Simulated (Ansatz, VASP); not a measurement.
# TaInSe3: VASP beside Ansatz, part 3 of 3

Aim: how closely do two programs agree when they are given the same cell, functional and k mesh? The cell is generated by rule, not measured, and may not be a known phase. The cell is taken from a series of runs on this material, whose earlier steps may have relaxed, scaled, displaced or heated it; both programs get it as it stands.

VASP 6.6.1 and Ansatz 0.2.0.

So far: The starting structure; Ansatz: zone-centre phonons, PBEsol; VASP: zone-centre phonons, PBEsol.

### Step 3. VASP: zone-centre phonons, PBEsol (continued)

Level of this step: PBEsol; plane waves and PAW (In_d, Ta_pv, Se); invented cell (VASP).

Numbers of over 12 decimals in the logs are rounded to 6 here.

From OUTCAR (step 3):

```text
ion  position               nearest neighbor table
   1  0.000  0.955  0.955-   5 3.13   4 3.34   3 3.34   3 3.34   4 3.34
   2  0.500  0.508  0.508-   3 2.49   4 2.49   5 2.52   5 2.52   4 2.54   3 2.54
   3  0.500  0.521  0.013-   2 2.49   2 2.54   1 3.34   1 3.34
   4  0.500  0.013  0.521-   2 2.49   2 2.54   1 3.34   1 3.34
   5  0.000  0.516  0.516-   2 2.52   2 2.52   1 3.13

  LATTYP: Found a base centered orthorhombic cell.
 ALAT       =     7.0845423236
 B/A-ratio  =     1.0076213866
 C/A-ratio  =     0.7101409010

 Subroutine GETGRP returns: Found  4 space group operations
 (whereof  4 operations were pure point group operations)

The static configuration has the point symmetry C_2v.

 Found     52 irreducible k-points:

   k-points           NKPTS =     52   k-points in BZ     NKDIM =     52   number of bands    NBANDS=     27

   dimension x,y,z NGX =    40 NGY =   40 NGZ =   40
   dimension x,y,z NGXF=    80 NGYF=   80 NGZF=   80

   ENCUT  =  500.0 eV  36.75 Ry    6.06 a.u.   9.17  9.17  9.17*2*pi/ulx,y,z

   NELECT =      42.0000    total number of electrons

 k-points in reciprocal lattice and weights: Automatic mesh
   0.00000000  0.00000000  0.00000000       0.005
   0.16666667  0.00000000  0.00000000       0.009
   0.33333333  0.00000000  0.00000000       0.009
   0.50000000  0.00000000  0.00000000       0.005
   0.00000000  0.16666667 -0.00000000       0.019
   0.16666667  0.16666667 -0.00000000       0.037
   0.33333333  0.16666667 -0.00000000       0.037
   0.50000000  0.16666667 -0.00000000       0.019
   0.00000000  0.33333333 -0.00000000       0.019
[...]
0.33333333  0.50000000  0.50000000       0.009
   0.50000000  0.50000000  0.50000000       0.005

 average (electrostatic) potential at core
       1 -96.5578       2 -39.8157       3 -54.0409       4 -54.0409       5 -54.0729

[...]
POSITION                                       TOTAL-FORCE (eV/Angst)
 -----------------------------------------------------------------------------------
      0.00000      4.82143      4.82143         0.000000      0.000041      0.000041
      2.51551      2.56447      2.56447         0.000000     -0.000716     -0.000716
      2.51551      2.61817      0.07342         0.000000      0.001074     -0.001416
      2.51551      0.07342      2.61817         0.000000     -0.001416      0.001074
      0.00000      2.60651      2.60651         0.000000      0.001018      0.001018
 -----------------------------------------------------------------------------------
    total drift:                               -0.000000     -0.000372     -0.000372

 Eigenvectors and eigenvalues of the dynamical matrix
 ----------------------------------------------------

   1 f  =    6.702264 THz    42.111569 2PiTHz  223.563475 cm-1    27.718326 meV
             X         Y         Z           dx          dy          dz
      0.000000  4.821431  4.821431    -0.000000    0.000830    0.000830
      2.515512  2.564469  2.564469    -0.000000    0.229390    0.229390
      2.515512  2.618169  0.073425    -0.000000    0.147358   -0.636899
      2.515512  0.073425  2.618169    -0.000000   -0.636899    0.147358
      0.000000  2.606507  2.606507     0.000000    0.141507    0.141507

   2 f  =    6.653921 THz    41.807819 2PiTHz  221.950916 cm-1    27.518394 meV
             X         Y         Z           dx          dy          dz
      0.000000  4.821431  4.821431     0.003236    0.000000   -0.000000
      2.515512  2.564469  2.564469     0.327402    0.000000    0.000000
      2.515512  2.618169  0.073425     0.200809    0.000000   -0.000000
      2.515512  0.073425  2.618169     0.200809   -0.000000    0.000000
      0.000000  2.606507  2.606507    -0.901193    0.000000    0.000000

   3 f  =    6.599990 THz    41.468961 2PiTHz  220.151971 cm-1    27.295353 meV
             X         Y         Z           dx          dy          dz
      0.000000  4.821431  4.821431     0.000000   -0.000889    0.000889
      2.515512  2.564469  2.564469     0.000000    0.230108   -0.230108
      2.515512  2.618169  0.073425     0.000000    0.145521    0.636447
      2.515512  0.073425  2.618169     0.000000   -0.636447   -0.145521
      0.000000  2.606507  2.606507    -0.000000    0.144252   -0.144252

   4 f  =    2.146952 THz    13.489697 2PiTHz   71.614607 cm-1     8.879076 meV
             X         Y         Z           dx          dy          dz
      0.000000  4.821431  4.821431     0.000000    0.166128    0.166128
      2.515512  2.564469  2.564469    -0.000000    0.016525    0.016525
      2.515512  2.618169  0.073425     0.000000    0.378146   -0.033588
      2.515512  0.073425  2.618169     0.000000   -0.033588    0.378146
      0.000000  2.606507  2.606507     0.000000   -0.572718   -0.572718

   5 f  =    1.905751 THz    11.974189 2PiTHz   63.569021 cm-1     7.881551 meV
             X         Y         Z           dx          dy          dz
      0.000000  4.821431  4.821431     0.000000   -0.000000    0.000000
      2.515512  2.564469  2.564469    -0.000000    0.000000    0.000000
      2.515512  2.618169  0.073425    -0.707107    0.000000    0.000000
      2.515512  0.073425  2.618169     0.707107    0.000000   -0.000000
      0.000000  2.606507  2.606507     0.000000   -0.000000    0.000000

   6 f  =    1.860553 THz    11.690200 2PiTHz   62.061372 cm-1     7.694626 meV
             X         Y         Z           dx          dy          dz
      0.000000  4.821431  4.821431    -0.000000    0.047980   -0.047980
      2.515512  2.564469  2.564469     0.000000   -0.064264    0.064264
      2.515512  2.618169  0.073425    -0.000000   -0.470515    0.012671
      2.515512  0.073425  2.618169     0.000000   -0.012671    0.470515
      0.000000  2.606507  2.606507     0.000000    0.521558   -0.521558

   7 f  =    1.688646 THz    10.610076 2PiTHz   56.327169 cm-1     6.983676 meV
             X         Y         Z           dx          dy          dz
      0.000000  4.821431  4.821431     0.137589    0.000000    0.000000
      2.515512  2.564469  2.564469    -0.716429    0.000000    0.000000
      2.515512  2.618169  0.073425     0.482597   -0.000000   -0.000000
      2.515512  0.073425  2.618169     0.482597   -0.000000   -0.000000
      0.000000  2.606507  2.606507    -0.044713   -0.000000   -0.000000

   8 f  =    1.678915 THz    10.548931 2PiTHz   56.002561 cm-1     6.943430 meV
             X         Y         Z           dx          dy          dz
      0.000000  4.821431  4.821431    -0.000000    0.058147    0.058147
      2.515512  2.564469  2.564469     0.000000    0.447929    0.447929
      2.515512  2.618169  0.073425    -0.000000   -0.467388   -0.008568
      2.515512  0.073425  2.618169    -0.000000   -0.008568   -0.467388
      0.000000  2.606507  2.606507     0.000000   -0.278306   -0.278306

   9 f  =    1.627207 THz    10.224044 2PiTHz   54.277787 cm-1     6.729585 meV
             X         Y         Z           dx          dy          dz
      0.000000  4.821431  4.821431     0.000000   -0.153409    0.153409
      2.515512  2.564469  2.564469    -0.000000    0.515778   -0.515778
      2.515512  2.618169  0.073425     0.000000   -0.375540   -0.041876
      2.515512  0.073425  2.618169     0.000000    0.041876    0.375540
      0.000000  2.606507  2.606507    -0.000000   -0.260105    0.260105

  10 f  =    1.223709 THz     7.688793 2PiTHz   40.818552 cm-1     5.060853 meV
             X         Y         Z           dx          dy          dz
      0.000000  4.821431  4.821431     0.000000    0.596428    0.596428
      2.515512  2.564469  2.564469    -0.000000   -0.279965   -0.279965
      2.515512  2.618169  0.073425     0.000000   -0.211507   -0.141532
      2.515512  0.073425  2.618169     0.000000   -0.141532   -0.211507
      0.000000  2.606507  2.606507     0.000000    0.033577    0.033577

  11 f  =    0.226184 THz     1.421158 2PiTHz    7.544696 cm-1     0.935423 meV
             X         Y         Z           dx          dy          dz
      0.000000  4.821431  4.821431    -0.000000   -0.418910    0.418910
      2.515512  2.564469  2.564469    -0.000000    0.247195   -0.247195
      2.515512  2.618169  0.073425    -0.000000    0.298622   -0.236235
      2.515512  0.073425  2.618169    -0.000000    0.236235   -0.298622
      0.000000  2.606507  2.606507    -0.000000    0.344132   -0.344132

  12 f  =    0.016180 THz     0.101660 2PiTHz    0.539696 cm-1     0.066914 meV
             X         Y         Z           dx          dy          dz
      0.000000  4.821431  4.821431     0.416546    0.000000    0.000000
      2.515512  2.564469  2.564469     0.593158    0.000000    0.000000
      2.515512  2.618169  0.073425     0.399195    0.000000    0.000000
      2.515512  0.073425  2.618169     0.399195    0.000000    0.000000
      0.000000  2.606507  2.606507     0.394891    0.000000    0.000000

  13 f/i=    0.017295 THz     0.108667 2PiTHz    0.576896 cm-1     0.071526 meV
             X         Y         Z           dx          dy          dz
      0.000000  4.821431  4.821431    -0.000000    0.336591    0.336591
      2.515512  2.564469  2.564469    -0.000000    0.409984    0.409984
      2.515512  2.618169  0.073425    -0.000000    0.268524    0.270418
      2.515512  0.073425  2.618169    -0.000000    0.270418    0.268524
      0.000000  2.606507  2.606507    -0.000000    0.270903    0.270903

  14 f/i=    0.100927 THz     0.634140 2PiTHz    3.366547 cm-1     0.417398 meV
             X         Y         Z           dx          dy          dz
      0.000000  4.821431  4.821431     0.000000    0.546513   -0.546513
      2.515512  2.564469  2.564469     0.000000    0.340276   -0.340276
      2.515512  2.618169  0.073425     0.000000    0.165027   -0.192909
      2.515512  0.073425  2.618169     0.000000    0.192909   -0.165027
      0.000000  2.606507  2.606507     0.000000    0.145215   -0.145215

  15 f/i=    0.301772 THz     1.896089 2PiTHz   10.066027 cm-1     1.248028 meV
             X         Y         Z           dx          dy          dz
      0.000000  4.821431  4.821431     0.898637    0.000000    0.000000
      2.515512  2.564469  2.564469    -0.166435    0.000000    0.000000
      2.515512  2.618169  0.073425    -0.259652    0.000000    0.000000
      2.515512  0.073425  2.618169    -0.259652    0.000000    0.000000
      0.000000  2.606507  2.606507    -0.172953    0.000000    0.000000

 ELASTIC MODULI CONTR FROM IONIC RELAXATION (kBar)
 Direction    XX          YY          ZZ          XY          YZ          ZX
 --------------------------------------------------------------------------------
 XX         -71.1127    -68.1911    -68.1911     -0.0000    -31.1580      0.0000
 YY         -68.1911   -157.0707      7.7876     -0.0000    -27.9959     -0.0000
 ZZ         -68.1911      7.7876   -157.0707      0.0000    -27.3790      0.0000
 XY          -0.0000     -0.0000      0.0000     -5.4015      0.0000      4.7835
 YZ         -31.1580    -27.9959    -27.3790      0.0000    -25.8287      0.0000
 ZX           0.0000     -0.0000      0.0000      4.7835      0.0000     -4.6244
 --------------------------------------------------------------------------------
```

### Step 4. Side by side

Known differences besides the potentials themselves: the data sets hold 74 valence electrons in Ansatz (on its default PAW (the set named soft_2) files) and 42 in VASP; the cutoff is 420 eV in Ansatz and 500 eV in VASP; Ansatz makes its cores anew for this functional, VASP keeps those of its PBE data sets. Total energies have different zeros and are not compared.

Compared:

```
                                              quantity  Ansatz   VASP  difference
optical mode 1 (imaginary, printed as negative) (cm⁻¹)    -8.7  -10.1        +1.4
                                 optical mode 2 (cm⁻¹)    10.7    7.5        +3.2
                                 optical mode 3 (cm⁻¹)    41.5   40.8        +0.7
                                 optical mode 4 (cm⁻¹)    54.8   54.3     +0.96 %
                                 optical mode 5 (cm⁻¹)    56.5   56.0     +0.92 %
                                 optical mode 6 (cm⁻¹)    57.6   56.3     +2.26 %
                                 optical mode 7 (cm⁻¹)    62.3   62.1     +0.38 %
                                 optical mode 8 (cm⁻¹)    64.2   63.6     +1.06 %
                                 optical mode 9 (cm⁻¹)    71.8   71.6     +0.30 %
                                optical mode 10 (cm⁻¹)   218.9  220.2     -0.59 %
                                optical mode 11 (cm⁻¹)   220.7  222.0     -0.57 %
                                optical mode 12 (cm⁻¹)   222.2  223.6     -0.59 %
```

Modes are paired by rising frequency, not by their patterns, so a pair may set unlike modes beside each other; they are those without the splitting of longitudinal modes.

### Step 5. Outcome

| Quantity | Value |
| --- | --- |
| r.m.s. difference of the optical zone-centre modes, each program's sorted by frequency (zone-centre phonons, PBEsol) | 1.3 cm⁻¹ |
| difference in optical mode 6 (zone-centre phonons, PBEsol) | +2.3 % |

What this shows: The r.m.s. difference of the optical zone-centre modes, each program's sorted by frequency is 1.3 cm⁻¹ (zone-centre phonons, PBEsol). The data sets hold unlike numbers of valence electrons (74 in Ansatz and 42 in VASP), so part of the differences comes from the potentials. Among the rows given in per cent, the largest difference of the zone-centre phonons, PBEsol pair is in optical mode 6, +2.3 %. How closely two codes agree says nothing of how well the functional describes the real material.

[Lines on the potential files, build, host, timing and source positions are cut from VASP's logs without a mark.]

[Logs are printed without paths, hosts, clocks, repeated set-up lines and the standing remarks that a program may print on its own settings, such as how far it seeks lower states.]

[Hosts, paths, dates, database ids (printed as entryN), source tags and the programs' standing remarks are cut or masked in the printed files.]
